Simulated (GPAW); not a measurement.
The system is SiC (Moissanite).

```
Si C
1.0
     3.07600    0.00000    0.00000
    -1.53800    2.66389    0.00000
     0.00000    0.00000    5.04800
Si C
2 2
Direct
  0.66667 0.33333 0.50000
  0.33333 0.66667 0.00000
  0.66667 0.33333 0.88500
  0.33333 0.66667 0.38500
```

- Program: GPAW 26.7.0
- Task: relaxation of cell and atoms
- Functional: PBEsol
- Dispersion: D3(BJ)
- Potentials or basis: PAW data sets generated in the run's folder for this functional
- Cutoff: 800 eV
- Basis: pw
- k mesh: 7 × 7 × 4
- Occupations: fermi-dirac, width 0.05 eV
- Spin: no spin polarisation

At the start: pressure -2.3 GPa; volume 10.34 Å³/atom.

Q: How do energy, volume and symmetry change on relaxing?

A: Over 7 steps the energy falls by 9.9 meV/atom and the volume is 10.22 Å³/atom (-1.2 %); space group P6_3mc (No. 186, to 0.05 Å).

Step by step:
| step | energy change (eV) | largest force (eV/Å) | pressure (GPa) | volume (Å³) |
| --- | --- | --- | --- | --- |
| 1 | 0.0000 | 0.7580 | -2.33 | 41.36 |
| 2 | -0.0272 | 0.4157 | -2.18 | 41.30 |
| 3 | -0.0384 | 0.0696 | -1.51 | 41.16 |
| 4 | -0.0390 | 0.0144 | -1.33 | 41.12 |
| 5 | -0.0395 | 0.0303 | -0.71 | 41.01 |
| 6 | -0.0397 | 0.0258 | -0.13 | 40.91 |
| 7 | -0.0397 | 0.0072 | 0.03 | 40.88 |

Final structure:
```
Si C
1.0
     3.06456    0.00000    0.00000
    -1.53228    2.65398    0.00000
     0.00000    0.00000    5.02623
Si C
2 2
Direct
  0.66667 0.33333 0.50454
  0.33333 0.66667 0.00454
  0.66667 0.33333 0.88046
  0.33333 0.66667 0.38046
```

Caveat: later steps reuse the first step's grids.
